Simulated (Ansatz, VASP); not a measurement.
## TaN in VASP and in Ansatz

Contents of INCAR:

```
SYSTEM = TaN
PREC     = Accurate       ! precision mode
ENCUT    = 520            ! plane-wave cutoff, eV
EDIFF    = 1E-7           ! SCF threshold, eV
ISMEAR   = 0              ! smearing method
SIGMA    = 0.15           ! smearing width, eV
LREAL    = .False.        ! projectors in reciprocal space
LASPH    = .True.         ! aspherical terms in the spheres
NELM     = 60             ! most SCF steps
ALGO     = Normal         ! electronic algorithm
ISIF     = 2              ! what is computed and relaxed
LWAVE    = .False.        ! write WAVECAR
LCHARG   = .False.        ! write CHGCAR
GGA      = CA             ! functional
NBANDS   = 15             ! bands
```

KPOINTS

```
Automatic mesh
0
Gamma
  18 18 18
  0 0 0
```

POSCAR

```
TaN
1.0
    0.0000000000      2.1375325951      2.1375325951
    2.1375325951      0.0000000000      2.1375325951
    2.1375325951      2.1375325951      0.0000000000
Ta N
1 1
Direct
    0.4967417379      0.5032582621      0.5032582621
    0.0420914985     -0.0420914985     -0.0420914985
```

Input for Ansatz:

```yaml
crystal:
  lattice:
    - [0.0, 2.1375325951, 2.1375325951]
    - [2.1375325951, 0.0, 2.1375325951]
    - [2.1375325951, 2.1375325951, 0.0]
  atoms:
    - { symbol: Ta, position: [0.4967417379, 0.5032582621, 0.5032582621] }
    - { symbol: "N", position: [0.0420914985, -0.0420914985, -0.0420914985] }
basis:
  ecutwfc: 520.0
kpoints:
  mp_grid: { grid: [18, 18, 18] }
hamiltonian:
  xc: lda
  pseudopotentials: { kind: paw, azcp: { folder: soft_1 } }
scf:
  occupations: { method: gaussian, width: 0.15 }
output:
  forces: true
  stress: true
  eigenvalues: true
```

Change from the starting cell: mode 4 frozen in at -0.183 Å, equal normal strain along x, y and z -0.0167.

Alike in both runs: task single point; functional LDA; k mesh 18 × 18 × 18; occupations gaussian, width 0.15 eV; no spin polarisation.

```csv
,VASP,Ansatz
version,VASP 6.6.1,Ansatz 0.2.0
potentials or method,"VASP PAW LDA potentials, release 64 (Ta_pv, N)","scalar-relativistic, plane waves, PAW"
plane-wave cutoff (eV),520,520
valence electrons in the cell,16,18
```

```csv
,VASP,Ansatz,Ansatz less VASP
gap on the k mesh at the Fermi level (eV),none,none,-
pressure (GPa),32.4,29.6,-2.87
largest component of the traceless stress (GPa),17.86,17.44,-0.417
rms of the force components (eV/Å),1.662,1.631,-0.0312
```

Atom by atom the forces differ by 0.031 eV/Å (rms over components). A gap of «none» marks a metal or a gap that the smearing closes. The two sets of potentials don't hold the same shells in valence. Ansatz warned: «pseudo_functional_mismatch».

Caveats: so large a pressure means that the cell lies far from this level's equilibrium, or that cutoff or potentials fall short (VASP); forces of over 1 eV/Å show positions far from the minimum, so gaps and moduli don't describe the material at rest. Spin-orbit coupling is left out, which matters for the levels of Ta.
